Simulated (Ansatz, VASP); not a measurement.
## TePb: VASP beside Ansatz

INCAR

```
PREC     = Accurate       # precision mode
ENCUT    = 520            # plane-wave cutoff, eV
EDIFF    = 1E-7           # SCF threshold, eV
ISMEAR   = 0              # smearing method
SIGMA    = 0.01           # smearing width, eV
LREAL    = F              # projectors in reciprocal space
LASPH    = T              # aspherical terms in the spheres
NELM     = 100            # most SCF steps
ALGO     = Normal         # electronic algorithm
ISIF     = 2              # what is computed and relaxed
LWAVE    = F              # write WAVECAR
LCHARG   = F              # write CHGCAR
GGA      = PE             # functional
NBANDS   = 17             # bands
```

The input KPOINTS:

```
regular mesh
0
Gamma
  6 6 6
```

The input POSCAR:

```
TePb
1.0
    0.0000000000      3.3505040856      3.3505040856
    3.3505040856      0.0000000000      3.3505040856
    3.3505040856      3.3505040856      0.0000000000
Te Pb
1 1
Direct
    0.5000000000      0.5000000000      0.5000000000
    0.0000000000      0.0000000000      0.0000000000
```

Input for Ansatz:

```yaml
crystal:
  lattice:
    - [0.0, 3.3505040856, 3.3505040856]
    - [3.3505040856, 0.0, 3.3505040856]
    - [3.3505040856, 3.3505040856, 0.0]
  atoms:
    - { symbol: Te, position: [0.5, 0.5, 0.5] }
    - { symbol: Pb, position: [0.0, 0.0, 0.0] }
kpoints:
  mp_grid: { grid: [6, 6, 6] }
hamiltonian:
  xc: pbe
scf:
  occupations: { method: fixed }
  n_extra_bands: 4
output:
  forces: true
  stress: true
  eigenvalues: true
```

Alike in both runs: task single point; functional PBE; k mesh 6 × 6 × 6; no spin polarisation.

```csv
,VASP,Ansatz
version,VASP 6.6.1,Ansatz 0.2.0
potentials or method,"VASP PAW PBE potentials, release 64 (Te, Pb_d)","plane waves, PAW"
plane-wave cutoff (eV),520,420
occupations,"gaussian, width 0.01 eV",fixed
valence electrons in the cell,20,30
```

Ansatz gave:

```
gap on the k mesh at the Fermi level (eV) : 0.92
pressure (GPa)                            : -2.0
```

Task: Estimate VASP's values.

Result: gap on the k mesh at the Fermi level (eV): 0.93; pressure (GPa): -2.0.

The two sets of potentials don't hold the same shells in valence.

Caveats: spin-orbit coupling is left out, which as a rule narrows the gap of such compounds by several tenths of an eV. A k mesh can miss the band edges.
